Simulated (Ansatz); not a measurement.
Level of theory: DFT PBE, scalar-relativistic, plane waves, PAW (Ansatz 0.2.0). Settings: cutoff 420 eV, Γ-centred meshes spaced at most about 0.3 Å⁻¹, and about 0.25 Å⁻¹ or finer for metals (2π included), Gaussian smearing. No spin polarisation in the final relaxations.

Temperature and zero-point effects are left out. All come from trial cells, and lower structures may exist.

**Question.** Which of these relaxed structures of Al is the lowest in energy?
A. Space group P6/mmm (No. 191), hexagonal, a = 4.545 Å, c = 2.754 Å. Al is surrounded by 5 Al at 2.62–2.75 Å.
B. Space group Pm-3n (No. 223), cubic, a = 4.987 Å. Al has 2 Al at 2.49 Å and 8 Al at 3.05 Å.

**Answer.** B. It has space group Pm-3n (No. 223); the next, A, with space group P6/mmm (No. 191), lies 124 meV/atom higher. Counting all near atoms (those within 1.25 times the shortest distance at each site; a plus sign parts nearer from farther groups), the lowest has Al 2+8 and the next has Al 5.

Cells relaxed within their symmetry can be saddle points. The part of the Crystallography Open Database at hand lists Al in space groups No. 225, 229; no cell shown has one of them. Some structure types and database cells were kept out of the candidates from the start, so a known form may be missing.
